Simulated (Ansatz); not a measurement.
Step by step: Bi, relaxation of cell and atoms

Method: DFT, PBE, PAW with Ansatz's default frozen-core files, scalar-relativistic (Ansatz 0.2.0).

Command: `ansatz run input.yaml --threads 1 --pin off --max-ram 2048MiB --backend cpu --events-out ev --progress --plain --runs-dir out` The run took 11 s on 1 thread of Arm Neoverse V1, on a shared host.

```yaml
crystal:
  lattice:
    - [-1.8071954762, 1.8071954762, 1.8071954762]
    - [1.8071954762, -1.8071954762, 1.8071954762]
    - [1.8071954762, 1.8071954762, -1.8071954762]
  atoms:
    - { symbol: Bi, position: [0.0, 0.0, 0.0] }
kpoints:
  mp_grid: { grid: [13, 13, 13] }
scf:
  occupations: { method: fermi_dirac, width: 0.08 }
hamiltonian:
  xc: pbe
  pseudopotentials: { kind: paw }
output:
  forces: true
  stress: true
relax:
  f_tol: 0.005
  max_steps: 80
  cell: {}
```

No spin–orbit coupling, which matters for the heavy atoms here.

The cell is built from the bcc type as a first guess.

The cutoff is 420 eV; energies and pressures of the walk include the program's estimate of the Pulay term.

Each frame lists the cell vectors (Å), then Cartesian positions (Å); symmetry keeps all forces zero. Free energies count from the first step, -12395.8566 eV.

The walk took 8 evaluations in all; steps that aren't listed are left out.

Step 1: E = 0.0 meV, P = 29.89 GPa

```
cell -1.8072 1.8072 1.8072 1.8072 -1.8072 1.8072 1.8072 1.8072 -1.8072
Bi    0.0000    0.0000    0.0000
```

Step 2: E = -437.3 meV, P = 11.06 GPa

```
cell -1.8953 1.8953 1.8953 1.8953 -1.8953 1.8953 1.8953 1.8953 -1.8953
Bi    0.0000    0.0000    0.0000
```

Step 3:

```
cell -1.9558 1.9558 1.9558 1.9558 -1.9558 1.9558 1.9558 1.9558 -1.9558
Bi    0.0000    0.0000    0.0000
```

Step 4: E = -567.4 meV, P = 0.50 GPa

```
cell -1.9839 1.9839 1.9839 1.9839 -1.9839 1.9839 1.9839 1.9839 -1.9839
Bi    0.0000    0.0000    0.0000
```

Q: Give the energy, pressure of step 3.

A: E = -552.5 meV, P = 3.30 GPa
```
Bi    0.0000    0.0000    0.0000
```

Q: How does the relaxation end?

A: It converges, with a = 3.986 Å, b = 3.986 Å, c = 3.986 Å, α = 90.00°, β = 90.00°, γ = 90.00° (conventional cell, space group Im-3m). The last solve (on a basis chosen afresh for the final cell, so its energy is not quite comparable) gives E = -572.6 meV, P = 0.04 GPa:
```
cell -1.9930 1.9930 1.9930 1.9930 -1.9930 1.9930 1.9930 1.9930 -1.9930
Bi    0.0000    0.0000    0.0000
```
